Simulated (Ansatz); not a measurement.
BaTe in the CsCl-type structure (r2SCAN geometry), in Ansatz:

```cif
data_structure
_symmetry_space_group_name_H-M 'P 1'
_symmetry_Int_Tables_number 1
_cell_length_a 4.2448
_cell_length_b 4.2448
_cell_length_c 4.2448
_cell_angle_alpha 90.000
_cell_angle_beta 90.000
_cell_angle_gamma 90.000
_cell_volume 76.49
loop_
_atom_site_label
_atom_site_type_symbol
_atom_site_fract_x
_atom_site_fract_y
_atom_site_fract_z
_atom_site_occupancy
Ba1 Ba 0.00000 0.00000 0.00000 1
Te1 Te 0.50000 0.50000 0.50000 1
```

G0W0@PBE with 419 empty bands, a screening cutoff of 180 eV and a 4×4×4 mesh (PAW, contour deformation) gives 1.673 eV over the mesh points, from a PBE gap of 0.842 eV; it sums over 432 bands with 437 plane waves in the screening and a wave cutoff of 420 eV. The G0W0 figures hold for the stated bands, cutoff and mesh and aren't extrapolated. (Calculated; spin-unpolarised; the phase may be known or hypothetical.)

Q: Another run gave a Kohn-Sham gap of 0.842 eV and a G0W0 gap of 1.702 eV, summing over 826 bands with 739 plane waves in the screening and a wave cutoff of 420 eV. What was changed?

A: Empty bands 813, screening cutoff 260 eV. The counts of bands and plane waves show it.

Q: Estimate the gap with empty bands 173, screening cutoff 100 eV.

A: 1.586 eV (-0.087 eV), from a Kohn-Sham gap of 0.842 eV.

Q: Estimate the gap with starting point PBE0.

A: 2.207 eV (+0.534 eV), from a Kohn-Sham gap of 2.162 eV.

Spin-orbit coupling is left out, which matters wherever the heavy atoms make up the band edges.

The program warns that the k mesh is coarse for exact exchange in some of these runs, so their gaps aren't converged.
